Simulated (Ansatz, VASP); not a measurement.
# One calculation of B, two programs

```
B
1.0
     4.49810    0.00000    0.00000
     0.00000    4.49810    0.00000
     0.00000    0.00000    3.23679
B
8
Direct
  0.07513 0.29709 0.25654
  0.92487 0.70291 0.75654
  0.70291 0.07513 0.00654
  0.29709 0.92487 0.50654
  0.29709 0.07513 0.99346
  0.70291 0.92487 0.49346
  0.92487 0.29709 0.74346
  0.07513 0.70291 0.24346
```

Alike in both runs: functional PBE; k mesh 8 × 8 × 12; occupations gaussian, width 0.01 eV; no spin polarisation.

Ansatz relaxed the structure, and its values are those at the end. VASP's run is a single point on that final structure, the one shown.

|  | VASP | Ansatz |
| --- | --- | --- |
| version | VASP 6.6.1 | Ansatz 0.2.0 |
| potentials or method | VASP PAW PBE potentials, release 64 (B) | scalar-relativistic, plane waves, PAW |
| plane-wave cutoff (eV) | 520 | 420 |
| valence electrons in the cell | 24 | 24 |

|  | VASP | Ansatz | Ansatz less VASP |
| --- | --- | --- | --- |
| gap on the k mesh at the Fermi level (eV) | none | none | - |
| pressure (GPa) | 0.0 | 0.0 | +0.01 |
| rms of the force components (eV/Å) | 0.005 | 0.000 | -0.0051 |

A gap of «none» marks a metal or a gap that the smearing closes.
